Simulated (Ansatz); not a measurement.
## H started on an O site in cubic perovskite BaZrO3, 40 atoms, charge 0

Level of theory: DFT, PBEsol, PAW, plane waves in Ansatz 0.2.0.

Command:

```sh
ansatz run in.yaml --threads 8 --pin off --max-ram 17100MiB --runs-dir r --events-out ev --progress --plain
```

The input less its lattice and atoms (starting moments on atoms near the defect: 1 μB in all):

```yaml
crystal:
  symmetry: { detect: false }
kpoints:
  mp_grid: { grid: [1, 1, 1], shift: [0.25, 0.25, 0.25] }
hamiltonian:
  xc: pbesol
magnetization:
  spin_polarized: true
scf:
  occupations: { method: fermi_dirac, width: 0.01 }
relax:
  f_tol: 0.03
  max_steps: 80
  escape_saddle: false
  adjacent_minimum: "off"
output:
  forces: true
  eigenvalues: true
  populations: true
  write_density: true
  write_potential: true
  elf: true
  volumetric_format: npy
```

Start:

```xyz
40
Lattice="8.3620 0.0000 0.0000 0.0000 8.3620 0.0000 0.0000 0.0000 8.3620" Properties=species:S:1:pos:R:3 pbc="T T T"
Ba    8.3603    8.3548    0.0054
Ba    8.3597    0.0137    4.1552
Ba    8.3539    4.1685    0.0327
Ba    8.3495    4.1814    4.1635
Ba    4.2031    8.3359    0.0078
Ba    4.1989    0.0276    4.1665
Ba    4.2166    4.1701    0.0123
Ba    4.2245    4.1738    4.1596
Zr    2.0740    2.0865    2.0720
Zr    2.0738    2.0927    6.2683
Zr    2.1308    6.2640    2.0613
Zr    2.0804    6.2793    6.2734
Zr    6.2678    2.1085    2.0535
Zr    6.2528    2.0763    6.2826
Zr    6.2976    6.2554    2.1154
Zr    6.2567    6.2607    6.2902
O     2.0953    2.1115    8.3504
O     2.0838    6.3138    8.3497
O     2.0855    6.2893    4.1739
O     6.2608    2.0871    0.0232
O     6.2944    2.0929    4.1423
O     6.2507    6.2689    8.3243
O     6.2350    6.2960    4.1681
O     0.0255    2.0786    2.0871
O     8.3389    2.0893    6.2563
O     8.3198    6.2827    2.0503
O     8.3421    6.2646    6.2867
O     4.1858    2.0803    2.1042
O     4.1949    2.0587    6.2548
O     4.1709    6.2634    2.0731
O     4.1709    6.2524    6.2877
O     2.0771    8.3398    2.0930
O     2.0938    8.3457    6.3184
O     2.1142    4.1849    2.0936
O     2.1270    4.1511    6.2533
O     6.2839    0.0244    2.1136
O     6.2907    0.0114    6.2850
O     6.2818    4.2120    2.1063
O     6.2684    4.2045    6.2735
H     2.1079    2.1239    4.2193
```

Steps:

| step | energy less the first (eV) | largest force component (eV/Å) |
| --- | --- | --- |
| start | 0.000 | 1.510 |
| 1 | -0.352 | 0.379 |
| 2 | -0.385 | 0.279 |
| 3 | -0.410 | 0.154 |
| 4 | -0.417 | 0.059 |
| 5 | -0.420 | 0.050 |
| 6 | -0.421 | 0.040 |
| 7 | -0.422 | 0.019 |
| 8 | -0.422 | 0.019 |

A structure on the way, about -0.42 eV from the start:

```xyz
40
Lattice="8.3620 0.0000 0.0000 0.0000 8.3620 0.0000 0.0000 0.0000 8.3620" Properties=species:S:1:pos:R:3 pbc="T T T"
Ba    0.0057    8.3550    8.3540
Ba    8.3445    8.3423    4.1736
Ba    8.3403    4.2064    0.0021
Ba    8.3394    4.2034    4.1800
Ba    4.2055    8.3339    8.3612
Ba    4.2132    8.3325    4.1771
Ba    4.1847    4.1868    0.0116
Ba    4.2036    4.2020    4.1837
Zr    2.0931    2.0896    2.0352
Zr    2.0967    2.0915    6.3272
Zr    2.0861    6.2761    2.0995
Zr    2.0948    6.2640    6.2582
Zr    6.2779    2.0888    2.0989
Zr    6.2708    2.0955    6.2586
Zr    6.2678    6.2712    2.0827
Zr    6.2775    6.2768    6.2705
O     2.1022    2.0974    0.0010
O     2.0811    6.2632    8.3592
O     2.0762    6.2804    4.1780
O     6.2679    2.1013    8.3601
O     6.2822    2.0976    4.1810
O     6.2598    6.2840    8.3579
O     6.2654    6.2865    4.1775
O     0.0123    2.1077    2.1413
O     0.0214    2.1078    6.2166
O     8.3573    6.2742    2.0776
O     8.3600    6.2628    6.2703
O     4.1691    2.0789    2.1658
O     4.1737    2.0726    6.2083
O     4.1798    6.2724    2.0766
O     4.1865    6.2707    6.2650
O     2.1009    0.0111    2.1344
O     2.1004    0.0127    6.2228
O     2.0866    4.1670    2.1549
O     2.0946    4.1716    6.2158
O     6.2788    0.0008    2.0879
O     6.2928    0.0006    6.2742
O     6.2641    4.1850    2.0872
O     6.2691    4.1879    6.2613
H     2.0915    2.0663    4.1828
```

End:

```xyz
40
Lattice="8.3620 0.0000 0.0000 0.0000 8.3620 0.0000 0.0000 0.0000 8.3620" Properties=species:S:1:pos:R:3 pbc="T T T"
Ba    8.3539    8.3491    8.3489
Ba    8.3464    8.3427    4.1788
Ba    8.3345    4.2123    8.3600
Ba    8.3395    4.2061    4.1797
Ba    4.2118    8.3312    8.3609
Ba    4.2068    8.3366    4.1790
Ba    4.1941    4.1954    0.0104
Ba    4.2001    4.1984    4.1795
Zr    2.0921    2.0907    2.0316
Zr    2.0940    2.0932    6.3268
Zr    2.0883    6.2778    2.0980
Zr    2.0972    6.2669    6.2611
Zr    6.2789    2.0868    2.0983
Zr    6.2680    2.0948    6.2612
Zr    6.2696    6.2678    2.0871
Zr    6.2777    6.2754    6.2714
O     2.0983    2.0992    8.3602
O     2.0929    6.2679    8.3596
O     2.0893    6.2814    4.1787
O     6.2649    2.0939    8.3606
O     6.2803    2.0912    4.1793
O     6.2709    6.2715    8.3596
O     6.2732    6.2747    4.1797
O     0.0130    2.1089    2.1419
O     0.0163    2.1039    6.2101
O     8.3599    6.2703    2.0765
O     0.0001    6.2706    6.2855
O     4.1681    2.0828    2.1642
O     4.1719    2.0693    6.2016
O     4.1840    6.2702    2.0748
O     4.1867    6.2790    6.2783
O     2.1042    0.0118    2.1383
O     2.0914    0.0153    6.2127
O     2.0896    4.1689    2.1569
O     2.0857    4.1721    6.2067
O     6.2773    8.3595    2.0780
O     6.2859    8.3616    6.2861
O     6.2659    4.1828    2.0753
O     6.2652    4.1857    6.2792
H     2.0879    2.0827    4.1791
```

The run converged.

Time: 2.2 min of wall time on 8 threads of a Neoverse-V1 processor, on a host shared with other runs; peak host memory 1.6 GiB.

Q: How much energy did the relaxation gain, and which atom moved most?

A: 0.42 eV in 8 steps, from a start with small random displacements (the gain also holds any tilting of the ideal host); atom 33 (O) moved 0.11 Å, the median atom 0.04 Å (drift of the whole cell removed).

The moment started at 1 μB and ended at 1.0 μB; no other spin state is shown. The one k point has no symmetry partners, which can distort the end along one axis.
